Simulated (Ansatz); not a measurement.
# BeTe (zincblende type): the cost of one run

Computed with Ansatz 0.2.0 (DFT PBE, with the methods named in each step, unless a step's input says otherwise).

1 further run of the same task is left out (it didn't finish).

### Step 1. The system as given

The structure is cubic, space group F-43m (No. 216). Conventional cell: a = 5.710 Å, b = 5.710 Å, c = 5.710 Å, α = 90.00°, β = 90.00°, γ = 90.00°. Be (site symmetry -43m) has 4 Te at 2.47 Å as nearest neighbours. Te (site symmetry -43m) has 4 Be at 2.47 Å as nearest neighbours.

As a file:

```cif
data_structure
_symmetry_space_group_name_H-M 'P 1'
_symmetry_Int_Tables_number 1
_cell_length_a 4.0373
_cell_length_b 4.0373
_cell_length_c 4.0373
_cell_angle_alpha 60.000
_cell_angle_beta 60.000
_cell_angle_gamma 60.000
_cell_volume 46.53
loop_
_atom_site_label
_atom_site_type_symbol
_atom_site_fract_x
_atom_site_fract_y
_atom_site_fract_z
_atom_site_occupancy
Be1 Be 0.00000 0.00000 0.00000 1
Te1 Te 0.25000 0.25000 0.25000 1
```

Whether this phase is the stable one at these pressures isn't tested.

Atoms are numbered in the order of the input: Be1, Te2.

### Step 2. Cell relaxed at zero pressure, PAW

File input.yaml:

```yaml
crystal:
  lattice:
    - [0.0, 2.8548360655, 2.8548360655]
    - [2.8548360655, 0.0, 2.8548360655]
    - [2.8548360655, 2.8548360655, 0.0]
  atoms:
    - { symbol: Be, position: [0.0, 0.0, 0.0] }
    - { symbol: Te, position: [0.25, 0.25, 0.25] }
kpoints:
  mp_grid: { grid: [13, 13, 13] }
scf:
  occupations: { method: fermi_dirac, width: 0.1 }
hamiltonian:
  xc: pbe
  pseudopotentials: { kind: paw }
output:
  forces: true
  stress: true
  write_density: true
  write_potential: true
  elf: true
  volumetric_format: npy
relax:
  f_tol: 0.005
  max_steps: 40
  cell: {}
```

Launch:

```bash
ansatz run input.yaml --threads 1 --pin off --max-ram 2048MiB --backend cpu --events-out ev --progress --plain --runs-dir out
```

What time and memory should one allow on 1 thread of Arm Neoverse V2, shared host?

About 16 s, with a peak of 0.37 GiB.
